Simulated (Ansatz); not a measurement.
# HfO2: the cost of one run

Method: reference: DFT, HSE06, plane waves, PAW, in Ansatz 0.2.0.

**1. Starting point**

It takes space group P4_2/nmc (No. 137, tetragonal). The conventional cell has a = 3.577 Å, b = 3.577 Å, c = 5.202 Å, α = 90.00°, β = 90.00°, γ = 90.00°. Hf (site symmetry -4m2) has 4 O at 2.06 Å as nearest neighbours. O (site symmetry 2mm) is surrounded by 2 Hf at 2.06 Å.

Coordinates:

```
Hf O
1.0
     3.57669    0.00000    0.00000
     0.00000    3.57669    0.00000
     0.00000    0.00000    5.20222
Hf O
2 4
Cartesian
  1.7883 1.7883 2.6011
  0.0000 0.0000 0.0000
  0.0000 1.7883 3.6218
  1.7883 0.0000 4.1815
  1.7883 0.0000 1.5804
  0.0000 1.7883 1.0207
```

**2. Reference**

input.yaml

```yaml
crystal:
  lattice:
    - [3.5766926572, 0.0, 0.0]
    - [0.0, 3.5766926572, 0.0]
    - [0.0, 0.0, 5.2022243025]
  atoms:
    - { symbol: Hf, position: [0.5, 0.5, 0.5] }
    - { symbol: Hf, position: [0.0, 0.0, 0.0] }
    - { symbol: O, position: [0.0, 0.5, 0.6962101214] }
    - { symbol: O, position: [0.5, 0.0, 0.8037898786] }
    - { symbol: O, position: [0.5, 0.0, 0.3037898786] }
    - { symbol: O, position: [0.0, 0.5, 0.1962101214] }
kpoints:
  mp_grid: { grid: [4, 4, 2] }
hamiltonian:
  xc: hse06
scf:
  occupations: { method: fixed }
  n_extra_bands: 5
output:
  forces: true
  stress: true
  eigenvalues: true
```

On the command line:

```
$ ansatz run input.yaml --threads 4 --pin off --max-ram 4608MiB --backend cpu --events-out ev --progress --plain --runs-dir out
```

**Question.** How long does this run take on 4 threads of Arm Neoverse N1, shared host, and how much memory does it need?

About 26 s, with a peak of 0.9 GiB.
